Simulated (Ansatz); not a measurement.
Magnetic states of cobalt, fcc

These are results of DFT, LDA (PW92), plane waves (420 eV) with PAW, scalar-relativistic in Ansatz, not measurements. The PAW files were generated under PBE, with cores re-solved for the functional.

Each start was relaxed and then solved on a dense mesh, with Fermi-Dirac smearing of 0.05 eV (0.1 eV in a metal without spin) extrapolated to zero. Rows within 2 meV/atom of each other tie.

Problem. Where does each start end, and how do the energies compare? Starts: ferromagnetic; non-magnetic.

Solution. 
```csv
start,ends,ΔE (meV/atom),V (Å³/atom)
ferromagnetic,"ferromagnetic, net 1.55 μB per atom",0.0,10.07
non-magnetic,spin not included,64.9,9.61
```
